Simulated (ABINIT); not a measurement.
Here is an ABINIT 10.8.3 (patched build) calculation.

The input run.abi:

```
# Datasets: ground state, then fixed potential
ndtset 2

# Pseudopotentials
pp_dirpath "./"
pseudos "Ga.GGA_PBE-JTH.xml, P.GGA_PBE-JTH.xml"

# Structure
acell 3*1.0
rprim
     0.0000000000     5.1499761211     5.1499761211
     5.1499761211     0.0000000000     5.1499761211
     5.1499761211     5.1499761211     0.0000000000
ntypat 2
znucl 31 15
natom 2
typat 1 2
xcart
     0.0000000000     0.0000000000     0.0000000000
     4.0878750000     4.0878750000     4.0878750000 Angstrom

# Plane-wave basis
ecut 20.0
pawecutdg 40.0

# Exchange and correlation
ixc 15

# Bands and occupations
occopt 3
tsmear 0.05 eV

# Spin
nspinor 2
nspden 1
pawspnorb 1

# SCF cycle
nstep 100

# Output
iomode 3
prtwf 0
prteig 0
prtebands 0
enunit 2
prtden1 1

# Dataset 1
kptopt1 4
ngkpt1 8 8 8
nshiftk1 1
shiftk1 0.0 0.0 0.0
nband1 26
tolvrs1 1.0e-9

# Dataset 2: bands along G-X-W-K-G-L-U-W-L-K
iscf2 -2
getden2 1
nband2 34
nbdbuf2 2
tolwfr2 1.0e-12
kptopt2 -9
ndivsm2 8
prteig2 1
kptbounds2
     0.0000000000     0.0000000000     0.0000000000
     0.5000000000     0.0000000000     0.5000000000
     0.5000000000     0.2500000000     0.7500000000
     0.3750000000     0.3750000000     0.7500000000
     0.0000000000     0.0000000000     0.0000000000
     0.5000000000     0.5000000000     0.5000000000
     0.6250000000     0.2500000000     0.6250000000
     0.5000000000     0.2500000000     0.7500000000
     0.5000000000     0.5000000000     0.5000000000
     0.3750000000     0.3750000000     0.7500000000
```

Potentials or basis: JTH PAW PBE v2.0.

The run is started by

```console
$ abinit run.abi > log 2>&1
```

Task: Predict the band gap on the k mesh.

Result: 1.70 eV, indirect (least direct gap 1.92 eV).

Task: What does it give for the pressure?

Result: 4.6 GPa.

Levels at the corners of the path, in eV from the valence-band top:
| point | band 16 | band 17 | band 18 | band 19 | band 20 | band 21 |
| --- | --- | --- | --- | --- | --- | --- |
| Γ | 0.00 | 0.00 | 0.00 | 1.92 | 1.92 | 3.78 |
| X | -2.71 | -2.69 | -2.69 | 1.73 | 1.73 | 1.88 |
| W | -3.57 | -3.44 | -3.39 | 4.74 | 4.75 | 4.86 |
| K | -3.92 | -2.27 | -2.27 | 2.24 | 2.25 | 4.83 |
| Γ | 0.00 | 0.00 | 0.00 | 1.92 | 1.92 | 3.78 |
| L | -1.17 | -1.11 | -1.11 | 1.74 | 1.74 | 4.69 |
| U | -3.92 | -2.27 | -2.27 | 2.24 | 2.25 | 4.83 |
| W | -3.57 | -3.44 | -3.39 | 4.74 | 4.75 | 4.86 |
| L | -1.17 | -1.11 | -1.11 | 1.74 | 1.74 | 4.69 |
| K | -3.92 | -2.27 | -2.27 | 2.24 | 2.25 | 4.83 |

Caveat: the PAW data sets were made with another functional, which shifts forces and pressure a little.

**What was measured.**

“Stacking defects in GaP nanowires: Electronic structure and optical properties”, 2018, arxiv:1810.01194 quotes, for a bulk crystal of GaP at 10 K: band gap 2.34 eV (indirect).

A measured gap of GaP is 2.34 eV (indirect; 10 K; quoted in “Stacking defects in GaP nanowires: Electronic structure and optical properties”, 2018, arxiv:1810.01194); the calculated 1.66 eV misses it by -0.68 eV. The value is that of RPBE, without temperature or zero-point motion. Semilocal functionals fall short of measured gaps as a rule.
